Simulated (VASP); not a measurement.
# WSe2 in VASP: settings compared

Aim: see how the results for WSe2 move with the level of theory and the settings. Levels: PBE+D3(BJ), PBE. Tasks: relaxation of cell and atoms.

Program: VASP 6.6.1. These are calculated values, not measurements. Logs are shortened: lines on timing, memory, paths and dates and some standing lists are left out, and cuts for length are marked.

**1. Starting point**

The cell holds a slab with vacuum, 3 atoms: a = 3.290 Å, b = 3.290 Å, c = 21.346 Å, α = 90.00°, β = 90.00°, γ = 120.00°.

**2. Relaxation of cell and atoms, PBE+D3(BJ)**

INCAR reads:

```
  PREC = Accurate
  ENCUT = 600
  EDIFF = 1E-6
  ISMEAR = 0
  SIGMA = 0.03
  LREAL = False
  LASPH = True
  NELM = 80
  ALGO = Normal
  ISIF = 3
  LWAVE = False
  LCHARG = False
  GGA = PE
  IVDW = 12
  IBRION = 2
  NSW = 90
  EDIFFG = -0.01
  LATTICE_CONSTRAINTS = .TRUE. .TRUE. .FALSE.
```

KPOINTS reads:

```
Automatic mesh
0
Gamma
  12 12 1
```

POSCAR reads:

```
WSe2
1.0
    3.2900000000      0.0000000000      0.0000000000
   -1.6450000000      2.8492235800      0.0000000000
    0.0000000000      0.0000000000     21.3462600000
Se W
2 1
Direct
    0.3333333300      0.6666666700      0.4216195200
    0.3333333300      0.6666666700      0.5783804800
    0.6666666700      0.3333333300      0.5000000000
```

Potentials or basis: VASP PAW PBE potentials, release 64 (Se, W_sv).

Started as:

```console
cat potpaw_PBE.64/Se/POTCAR potpaw_PBE.64/W_sv/POTCAR > POTCAR
mpirun -np 1 vasp_std > vasp.out
```

OUTCAR:

```text
PREC = Accurate
   ENCUT = 600
   EDIFF = 1E-6
   ISMEAR = 0
   LREAL = False
   LASPH = True
   NELM = 80
   ISIF = 3
   GGA = PE
   IVDW = 12
   IBRION = 2
   NSW = 90
   EDIFFG = -0.01
 IVDW          = 12

 ion  position               nearest neighbor table
   1  0.333  0.667  0.422-   3 2.53   3 2.53   3 2.53
   2  0.333  0.667  0.578-   3 2.53   3 2.53   3 2.53
   3  0.667  0.333  0.500-   1 2.53   2 2.53   1 2.53   2 2.53   1 2.53   2 2.53

  LATTYP: Found a hexagonal cell.
 ALAT       =     3.2900000000
 C/A-ratio  =     6.4882249240

  Lattice vectors:

 A1 = (   3.2900000000,   0.0000000000,   0.0000000000)
 A2 = (  -1.6450000000,   2.8492235800,   0.0000000000)
 A3 = (   0.0000000000,   0.0000000000,  21.3462600000)

Analysis of symmetry for initial positions (statically):
=====================================================================
 Subroutine PRICEL returns:
 Original cell was already a primitive cell.

 Routine SETGRP: Setting up the symmetry group for a
 hexagonal supercell.

 Subroutine GETGRP returns: Found 12 space group operations
 (whereof 12 operations were pure point group operations)
 out of a pool of 24 trial point group operations.

The static configuration has the point symmetry D_3h.

Analysis of symmetry for dynamics (positions and initial velocities):
=====================================================================
 Subroutine PRICEL returns:
 Original cell was already a primitive cell.

 Routine SETGRP: Setting up the symmetry group for a
 hexagonal supercell.

 Subroutine GETGRP returns: Found 12 space group operations
 (whereof 12 operations were pure point group operations)
 out of a pool of 24 trial point group operations.

The dynamic configuration has the point symmetry D_3h.

 Subroutine INISYM returns: Found 12 space group operations
 (whereof 12 operations are pure point group operations),
 and found     1 'primitive' translations

----------------------------------------------------------------------------------------

                                     Primitive cell

  volume of cell :     200.0987

  direct lattice vectors                    reciprocal lattice vectors
     3.290000000  0.000000000  0.000000000     0.303951368  0.175486404  0.000000000
    -1.645000000  2.849223580  0.000000000     0.000000000  0.350972808  0.000000000
     0.000000000  0.000000000 21.346260000     0.000000000  0.000000000  0.046846614

  length of vectors
     3.290000000  3.290000001 21.346260000     0.350972808  0.350972808  0.046846614

  position of ions in fractional coordinates (direct lattice)
     0.333333330  0.666666670  0.421619520
     0.333333330  0.666666670  0.578380480
     0.666666670  0.333333330  0.500000000

  ion indices of the primitive-cell ions
   primitive index   ion index
                 1           1
                 2           2
                 3           3

----------------------------------------------------------------------------------------

 KPOINTS: Automatic mesh

Automatic generation of k-mesh.
 Grid dimensions read from file:
 generate k-points for:   12   12    1

 Generating k-lattice:

  Cartesian coordinates                     Fractional coordinates (reciprocal lattice)
     0.025329281  0.014623867  0.000000000     0.083333333  0.000000000  0.000000000
     0.000000000  0.029247734  0.000000000     0.000000000  0.083333333  0.000000000
     0.000000000  0.000000000  0.046846614     0.000000000  0.000000000  1.000000000

  Length of vectors
     0.029247734  0.029247734  0.046846614

  Shift w.r.t. Gamma in fractional coordinates (k-lattice)
     0.000000000  0.000000000  0.000000000

 Subroutine IBZKPT returns following result:
 ===========================================

 Found     19 irreducible k-points:

 Following reciprocal coordinates:
            Coordinates               Weight
  0.000000  0.000000  0.000000      1.000000
  0.083333  0.000000  0.000000      6.000000
  0.166667  0.000000  0.000000      6.000000
  0.250000  0.000000  0.000000      6.000000
  0.333333  0.000000  0.000000      6.000000
  0.416667 -0.000000  0.000000      6.000000
[... 11 lines left out ...]
  0.333333  0.250000  0.000000     12.000000
  0.333333  0.333333  0.000000      2.000000
   k-points           NKPTS =     19   k-points in BZ     NKDIM =     19   number of bands    NBANDS=     17
   number of dos      NEDOS =    301   number of ions     NIONS =      3
   total plane-waves  NPLWV = 141120
   dimension x,y,z NGX =    28 NGY =   28 NGZ =  180
   dimension x,y,z NGXF=    56 NGYF=   56 NGZF=  360
   ions per type =               2   1
   NGX,Y,Z   is equivalent  to a cutoff of  14.15, 14.15, 14.02 a.u.
   NGXF,Y,Z  is equivalent  to a cutoff of  28.30, 28.30, 28.04 a.u.
 SYSTEM =  unknown system
   PREC   = accura    normal or accurate (medium, high low for compatibility)
   ISTART =      0    job   : 0-new  1-cont  2-samecut
   ICHARG =      2    charge: 1-file 2-atom 10-const
   ISPIN  =      1    spin polarized calculation?
   LNONCOLLINEAR =      F non collinear calculations
   LSORBIT =      F    spin-orbit coupling
   LASPH  =      T    aspherical Exc in radial PAW
   ENCUT  =  600.0 eV  44.10 Ry    6.64 a.u.   6.57  6.57 42.63*2*pi/ulx,y,z
   NELM   =     80;   NELMIN=  2; NELMDL= -5     # of ELM steps
   EDIFF  = 0.1E-05   stopping-criterion for ELM
   LREAL  =      F    real-space projection
   EDIFFG = -.1E-01   stopping-criterion for IOM
   NSW    =     90    number of steps for IOM
   IBRION =      2    ionic relax: 0-MD 1-quasi-New 2-CG
   NFREE  =      1    steps in history (QN), initial steepest desc. (CG)
   ISIF   =      3    stress and relaxation
   ISYM   =      2    0-nonsym 1-usesym 2-fastsym
   POTIM  = 0.5000    time-step for ionic-motion
   TEBEG  =    0.0;   TEEND  =   0.0 temperature during run
   PSTRESS=    0.0 pullay stress
   NELECT =      26.0000    total number of electrons
   NUPDOWN=      -1.0000    fix difference up-down
   EMIN   =  10.00;   EMAX   =-10.00  energy-range for DOS
   EFERMI =   0.00;   METHOD = LEGACY
   ISMEAR =     0;   SIGMA  =   0.03  broadening in eV -4-tet -1-fermi 0-gaus
   EFERMI_NEDOS =   21; number of points for ismear=-14 and -15
   IALGO  =     38    algorithm
   IMIX   =      4    mixing-type and parameters
     AMIX     =   0.40;   BMIX     =  1.00
     AMIX_MAG =   1.60;   BMIX_MAG =  1.00
  volume/ion in A,a.u.               =      66.70       450.11
  Fermi-wavevector in a.u.,A,eV,Ry     =   0.829185  1.566932  9.354645  0.687547
  Thomas-Fermi vector in A             =   1.941688
   LORBIT       =      0    0 simple, 1 ext, 2 COOP (PROOUT), +10 PAW based schemes
   GGA     = PE    functional components
   LHFCALC =     F    Hartree Fock is set to
   AEXX    =    0.0000 exact exchange contribution
   IVDW    =    12    specifies the selected vdW correction
   LEPSILON=     F    determine dielectric tensor
   LRPA    =     F    only Hartree local field effects (RPA)
 conjugate gradient relaxation of ions
 non-spin polarized calculation
 Gauss-broadening in eV      SIGMA  =   0.03
  energy-cutoff  :      600.00
  volume of cell :      200.10
 maximum number of plane-waves:      6749
 NGX is ok and might be reduce to    28
   NGX = 13   NGY = 13   NGZ = 85

--------------------------------------- Ionic step        1  -------------------------------------------

 number of electron      26.0000000 magnetization

 Free energy of the ion-electron system (eV)
  ---------------------------------------------------
  ext. energy  EPLUGINS =         0.00000000
  ---------------------------------------------------
  free energy    TOTEN  =       -21.60942993 eV

  energy without entropy =      -21.60942993  energy(sigma->0) =      -21.60942993

------------------------ aborting loop because EDIFF is reached ----------------------------------------

 Edisp (eV)   -1.01247

 E8    (eV) :    -0.4806

  FORCE on cell =-STRESS in cart. coord.  units (eV):
  Direction    XX          YY          ZZ          XY          YZ          ZX
  --------------------------------------------------------------------------------------
  -------------------------------------------------------------------------------------
  Total       0.20324     0.20324     0.72899     0.00000     0.00000    -0.00000
  in kB       1.62732     1.62732     5.83698     0.00000     0.00000    -0.00000
  external pressure =        3.03 kB  Pullay stress =        0.00 kB

 VOLUME and BASIS-vectors are now :
 -----------------------------------------------------------------------------
  energy-cutoff  :      600.00
  volume of cell :      200.10
      direct lattice vectors                 reciprocal lattice vectors
     3.290000000  0.000000000  0.000000000     0.303951368  0.175486404  0.000000000
    -1.645000000  2.849223580  0.000000000     0.000000000  0.350972808  0.000000000
     0.000000000  0.000000000 21.346260000     0.000000000  0.000000000  0.046846614
[... 124 lines left out ...]
 POSITION                                       TOTAL-FORCE (eV/Angst)
 -----------------------------------------------------------------------------------
     -0.00000      1.89956      8.98859        -0.000000     -0.000000     -0.018765
     -0.00000      1.89956     12.35767         0.000000      0.000000      0.018765
      1.64507      0.94978     10.67313        -0.000000      0.000000      0.000000
 -----------------------------------------------------------------------------------
    total drift:                               -0.000008      0.000004      0.000000

  FREE ENERGIE OF THE ION-ELECTRON SYSTEM (eV)
  ---------------------------------------------------
  free  energy   TOTEN  =       -22.6246167515 eV

  energy  without entropy=      -22.6246167515  energy(sigma->0) =      -22.62461675

--------------------------------------- Ionic step        5  -------------------------------------------

 number of electron      26.0000001 magnetization

 Free energy of the ion-electron system (eV)
  ---------------------------------------------------
  ext. energy  EPLUGINS =         0.00000000
  ---------------------------------------------------
  free energy    TOTEN  =       -21.61348899 eV

  energy without entropy =      -21.61348899  energy(sigma->0) =      -21.61348899

 E-fermi :  -1.3897     XC(G=0):  -3.7832

 val. band max:       -1.7033500204   @ k =   0.3333   0.3333   0.0000
 cond. band min:      -0.0556401547   @ k =   0.1667   0.1667   0.0000
 fundamental gap:      1.6477098657
 Fermi energy:        -1.3896790164

 k-point     1 :       0.0000    0.0000    0.0000
  band No.  band energies     occupation
      1     -75.7485      2.00000
      2     -39.9913      2.00000
      3     -39.8590      2.00000
      4     -39.8590      2.00000
      5     -16.5008      2.00000
      6     -15.2656      2.00000
[... 9 lines left out ...]
     16       1.4348      0.00000
     17       1.4348      0.00000
[... 384 lines left out ...]
 POSITION                                       TOTAL-FORCE (eV/Angst)
 -----------------------------------------------------------------------------------
     -0.00000      1.89789      8.98657         0.000000     -0.000000     -0.003274
     -0.00000      1.89789     12.35969         0.000000     -0.000000      0.003274
      1.64363      0.94895     10.67313        -0.000000      0.000000      0.000000
 -----------------------------------------------------------------------------------
    total drift:                               -0.000008      0.000004      0.000000

  FREE ENERGIE OF THE ION-ELECTRON SYSTEM (eV)
  ---------------------------------------------------
  free  energy   TOTEN  =       -22.6247023782 eV

  energy  without entropy=      -22.6247023782  energy(sigma->0) =      -22.62470238

 reached required accuracy - stopping structural energy minimisation
```

It took 3.5 min on 1 thread of Intel Xeon Platinum 8559C (Emerald Rapids), shared host; peak memory 0.46 GiB.

What came out:

```
Free energy                            : -22.6247 eV
Relaxed volume                         : 66.59 Å³/atom
Relaxed cell                           : a = 3.287 Å, b = 3.287 Å, c = 21.346 Å, α = 90.00°, β = 90.00°, γ = 120.00°
Space group after relaxing (to 0.05 Å) : P-6m2 (No. 187)
Energy gained by relaxing              : 0.9 meV/atom
Ionic steps                            : 5
Largest force after relaxing           : 0.003 eV/Å
Band gap on the k mesh                 : 1.65 eV, indirect (least direct gap 1.67 eV)
Dispersion energy per atom             : -0.337 eV
```

Forces in eV/Å, atoms in the order of the input:
```
Se   0.000  0.000 -0.003
Se   0.000  0.000  0.003
W    0.000  0.000  0.000
```

Step by step:
```
step  energy change (eV)  largest force (eV/Å)  pressure (GPa)  volume (Å³)
   1              0.0000                0.2215            0.30       200.10
   2             -0.0013                0.0373           -0.25       201.41
   3             -0.0019                0.0564           -0.05       200.93
   4             -0.0027                0.0188           -0.01       200.11
   5             -0.0028                0.0033            0.00       199.76
```

Final structure:
```
CELL_PARAMETERS angstrom
3.28725 0.00000 0.00000
-1.64363 2.84684 0.00000
0.00000 0.00000 21.34626
ATOMIC_POSITIONS crystal
Se 0.33333 0.66667 0.42099
Se 0.33333 0.66667 0.57901
W 0.66667 0.33333 0.50000
```

Levels at points of the mesh, in eV from the valence-band top:
| k point | band 11 | band 12 | band 13 | band 14 | band 15 | band 16 |
| --- | --- | --- | --- | --- | --- | --- |
| (0.00, 0.00, 0.00) | -1.16 | -1.16 | -0.43 | 2.98 | 2.98 | 3.14 |
| (0.50, 0.00, 0.00) | -2.21 | -1.02 | -0.87 | 2.47 | 2.79 | 3.71 |

Caveat: spin-orbit coupling is left out, which moves the levels of the heavy elements.

**3. Relaxation of cell and atoms, PBE+D3(BJ)**

Edit INCAR of step 2 so:

```diff
@@ -2,3 +2,3 @@
   ENCUT = 600
-  EDIFF = 1E-6
+  EDIFF = 1E-7
   ISMEAR = 0
@@ -16,3 +16,3 @@
   NSW = 90
-  EDIFFG = -0.01
+  EDIFFG = -0.005
   LATTICE_CONSTRAINTS = .TRUE. .TRUE. .FALSE.
```

KPOINTS is that of step 2.

POSCAR reads:

```
WSe2                                    
1.0
    3.2872502751      0.0000000000      0.0000000000
   -1.6436251375      2.8468422484      0.0000000000
    0.0000000000      0.0000000000     21.3462600000
  Se              W             
     2     1
Direct
     0.3333333300000021    0.6666666699999979    0.4209905798060026
     0.3333333300000021    0.6666666699999979    0.5790094201939974
     0.6666666699999979    0.3333333300000021    0.5000000000000000
```

Potentials or basis: VASP PAW PBE potentials, release 64 (Se, W_sv).

Started as:

```console
cat potpaw_PBE.64/Se/POTCAR potpaw_PBE.64/W_sv/POTCAR > POTCAR
mpirun -np 1 vasp_std > vasp.out
```

OUTCAR:

```text
PREC = Accurate
   ENCUT = 600
   EDIFF = 1E-7
   ISMEAR = 0
   LREAL = False
   LASPH = True
   NELM = 80
   ISIF = 3
   GGA = PE
   IVDW = 12
   IBRION = 2
   NSW = 90
   EDIFFG = -0.005
 IVDW          = 12

 ion  position               nearest neighbor table
   1  0.333  0.667  0.421-   3 2.54   3 2.54   3 2.54
   2  0.333  0.667  0.579-   3 2.54   3 2.54   3 2.54
   3  0.667  0.333  0.500-   1 2.54   2 2.54   1 2.54   2 2.54   1 2.54   2 2.54

  LATTYP: Found a hexagonal cell.
 ALAT       =     3.2872502751
 C/A-ratio  =     6.4936522058
[... 572 lines left out ...]

  FORCE on cell =-STRESS in cart. coord.  units (eV):
  Direction    XX          YY          ZZ          XY          YZ          ZX
  --------------------------------------------------------------------------------------
  -------------------------------------------------------------------------------------
  Total       0.00414     0.00414    -0.00273     0.00000    -0.00000     0.00000
  in kB       0.03320     0.03320    -0.02188     0.00000    -0.00000     0.00000
  external pressure =        0.01 kB  Pullay stress =        0.00 kB

 VOLUME and BASIS-vectors are now :
 -----------------------------------------------------------------------------
  energy-cutoff  :      600.00
  volume of cell :      199.76
      direct lattice vectors                 reciprocal lattice vectors
     3.287250275  0.000000000  0.000000000     0.304205618  0.175633195  0.000000000
    -1.643625137  2.846842248  0.000000000     0.000000000  0.351266390  0.000000000
     0.000000000  0.000000000 21.346260000     0.000000000  0.000000000  0.046846614

 POSITION                                       TOTAL-FORCE (eV/Angst)
 -----------------------------------------------------------------------------------
     -0.00000      1.89789      8.98657         0.000000      0.000000     -0.002737
     -0.00000      1.89789     12.35969         0.000000     -0.000000      0.002737
      1.64363      0.94895     10.67313        -0.000000     -0.000000      0.000000
 -----------------------------------------------------------------------------------
    total drift:                               -0.000008      0.000004      0.000000

  FREE ENERGIE OF THE ION-ELECTRON SYSTEM (eV)
  ---------------------------------------------------
  free  energy   TOTEN  =       -22.6246940726 eV

  energy  without entropy=      -22.6246940726  energy(sigma->0) =      -22.62469407

 reached required accuracy - stopping structural energy minimisation
```

Wall time 100 s (1 thread of Intel Xeon Platinum 8559C (Emerald Rapids), shared host); peak memory 0.41 GiB.

What came out:

```yaml
Free_energy: -22.6247 eV
Band_gap_on_the_k_mesh: 1.65 eV, indirect (least direct gap 1.67 eV)
Dispersion_energy_per_atom: -0.337 eV
```

Forces on the atoms (eV/Å):
```
Se   0.000  0.000 -0.003
Se   0.000  0.000  0.003
W    0.000  0.000  0.000
```

Final structure:
```yaml
crystal:
  lattice:
    - [3.28725, 0.00000, 0.00000]
    - [-1.64363, 2.84684, 0.00000]
    - [0.00000, 0.00000, 21.34626]
  atoms:
    - { symbol: Se, position: [0.33333, 0.66667, 0.42099] }
    - { symbol: Se, position: [0.33333, 0.66667, 0.57901] }
    - { symbol: W, position: [0.66667, 0.33333, 0.50000] }
```

Caveat: the relaxation stopped at its first step, so nothing moved; spin-orbit coupling is left out, which moves the levels of the heavy elements.

(Continued in part 2 of 2.)
